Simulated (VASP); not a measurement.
Output of a VASP run:

**OSZICAR**
```
       N       E                     dE             d eps       ncg     rms          rms(c)
DAV:   1     0.978204246872E+02    0.97820E+02   -0.67218E+03   480   0.114E+03
DAV:   2     0.596489854996E+00   -0.97224E+02   -0.91880E+02   768   0.183E+02
DAV:   3    -0.629168952360E+01   -0.68882E+01   -0.68722E+01   588   0.558E+01
DAV:   4    -0.635866344673E+01   -0.66974E-01   -0.66954E-01   548   0.650E+00
DAV:   5    -0.635922927865E+01   -0.56583E-03   -0.56577E-03   612   0.599E-01    0.180E+00
DAV:   6    -0.611823282497E+01    0.24100E+00   -0.36703E-01   540   0.313E+00    0.109E+00
DAV:   7    -0.607825523141E+01    0.39978E-01   -0.18310E-01   596   0.224E+00    0.576E-01
DAV:   8    -0.608094420418E+01   -0.26890E-02   -0.11908E-02   552   0.783E-01    0.958E-02
DAV:   9    -0.608139005740E+01   -0.44585E-03   -0.22138E-03   564   0.289E-01    0.765E-02
DAV:  10    -0.608144694869E+01   -0.56891E-04   -0.15920E-04   560   0.102E-01    0.117E-02
DAV:  11    -0.608145436168E+01   -0.74130E-05   -0.35006E-05   564   0.366E-02    0.511E-03
DAV:  12    -0.608145417835E+01    0.18333E-06   -0.82616E-06   568   0.177E-02    0.127E-03
DAV:  13    -0.608145419458E+01   -0.16231E-07   -0.23711E-07   532   0.378E-03
   1 F= -.60814542E+01 E0= -.60814542E+01  d E =-.138001E-12
```

### OUTCAR
```
------------------------ aborting loop because EDIFF is reached ----------------------------------------
  FORCE on cell =-STRESS in cart. coord.  units (eV):
  Direction    XX          YY          ZZ          XY          YZ          ZX
  --------------------------------------------------------------------------------------
  Total        0.2226899      0.2226899      0.2226899      0.0000000      0.0000000     -0.0000000
  in kB        4.3824724      4.3824724      4.3824724      0.0000000      0.0000000     -0.0000000
  external PRESSURE =       4.3824724 kB  Pullay stress =       0.0000000 kB
  volume of cell :       81.41
      direct lattice vectors                 reciprocal lattice vectors
     4.334083520  0.000000000  0.000000000     0.230729287  0.000000000  0.000000000
     0.000000000  4.334083520  0.000000000     0.000000000  0.230729287  0.000000000
     0.000000000  0.000000000  4.334083520     0.000000000  0.000000000  0.230729287
 POSITION                                       TOTAL-FORCE (eV/Angst)
 -----------------------------------------------------------------------------------
      0.00000      0.00000      0.00000         0.000000      0.000000      0.000000
      2.16704      2.16704      2.16704         0.000000      0.000000      0.000000
 -----------------------------------------------------------------------------------
    total drift:                                0.000000      0.000000     -0.000000
  FREE ENERGIE OF THE ION-ELECTRON SYSTEM (eV)
  ---------------------------------------------------
  free  energy   TOTEN  =        -6.0814541946 eV

  energy  without entropy=       -6.0814541946  energy(sigma->0) =       -6.08145419
```
(Selected blocks of OUTCAR.)

### POSCAR
```
CsBr
1
    4.3340835201     0.0000000000     0.0000000000
    0.0000000000     4.3340835201     0.0000000000
    0.0000000000     0.0000000000     4.3340835201
Cs Br
1 1
Direct
  0.0000000000   0.0000000000   0.0000000000
  0.5000000000   0.5000000000   0.5000000000
```

Q: Write an INCAR and KPOINTS that could have produced this output.

A: This is not unique; one that fits is the input of the run itself, PW91 GGA, plane waves, VASP's PBE PAW potentials (set 64).

INCAR:
```
# general
SYSTEM  = CsBr
PREC    = Accurate
ENCUT   = 520
LREAL   = .FALSE.
LASPH   = .TRUE.

# electronic loop
EDIFF   = 1E-7
NELM    = 100
ALGO    = Normal
LMAXMIX = 4

# smearing
ISMEAR  = 0
SIGMA   = 0.05

# functional
GGA     = 91

# ions
ISIF    = 2

# output
LWAVE   = .FALSE.
LCHARG  = .FALSE.
```

KPOINTS:
```
Regular mesh
0
Gamma
  6 6 6
0 0 0
```

POTCAR, in this order: Cs_sv Br (PBE.64 set). Program: vasp_std.

The compound is CsBr in the CsCl type structure. This cell is one point of a volume scan, at 0.97 of the reference volume.
